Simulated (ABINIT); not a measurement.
The system is Fe.

```xyz
1
Lattice="-1.4430 1.4430 1.4430 1.4430 -1.4430 1.4430 1.4430 1.4430 -1.4430" Properties=species:S:1:pos:R:3 pbc="T T T"
Fe    0.0000    0.0000    0.0000
```

Base run:

```yaml
Program: ABINIT 10.8.3 (patched build)
Functional: PW91
Potentials_or_basis: JTH PAW PBE v2.0
Cutoff: 844 eV
k_mesh: 13 × 13 × 13
Occupations: fermi-dirac, width 0.05 eV
Spin: collinear spin, ferromagnetic start
Starting_moments: "[3.0] μB"
```

Its results: band gap on the k mesh none (metal or under the smearing width); pressure -11.2 GPa; net moment 2.23 μB per cell; site moments Fe +2.29 μB.

Problem. The run is repeated on the same cell with these changes: functional from PW91 to RPBE. What comes out?

Solution. Band gap on the k mesh none (metal or under the smearing width); pressure -4.9 GPa; net moment 2.31 μB per cell; site moments Fe +2.38 μB.

RPBE binds less tightly than PW91, so the same cell stands under more pressure.

Caveats: the PAW data sets were made with another functional, which shifts forces and pressure a little.
